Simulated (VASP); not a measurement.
A run of VASP 6.6.1 is set up as follows.

Contents of INCAR:

```
  PREC = Accurate
  ENCUT = 600
  EDIFF = 1E-6
  ISMEAR = 0
  SIGMA = 0.1
  LREAL = False
  LASPH = True
  NELM = 80
  ALGO = Normal
  ISIF = 3
  LWAVE = False
  LCHARG = False
  GGA = PE
  IBRION = 2
  NSW = 100
  EDIFFG = -0.005
```

File KPOINTS:

```
Automatic mesh
0
Gamma
  16 16 16
```

The input POSCAR:

```
Li
1.0
   -1.7546500000      1.7546500000      1.7546500000
    1.7546500000     -1.7546500000      1.7546500000
    1.7546500000      1.7546500000     -1.7546500000
Li
1
Direct
    0.0000000000      0.0000000000      0.0000000000
```

Potentials or basis: VASP PAW PBE potentials, release 64 (Li_sv).

Command:

```console
$ cat potpaw_PBE.64/Li_sv/POTCAR > POTCAR
$ mpirun -np 1 vasp_std > vasp.out
```

Task: Predict the space group after relaxing (to 0.05 Å).

Result: Im-3m (No. 229).

Task: Estimate the relaxed cell.

Result: a = 2.965 Å, b = 2.965 Å, c = 2.965 Å, α = 109.47°, β = 109.47°, γ = 109.47°.

Task: Predict the band gap on the k mesh.

Result: None (metal or under the smearing width).

Final structure:
```
Li
1.0
    -1.71202    1.71202    1.71202
     1.71202   -1.71202    1.71202
     1.71202    1.71202   -1.71202
Li
1
Direct
  0.00000 0.00000 0.00000
```
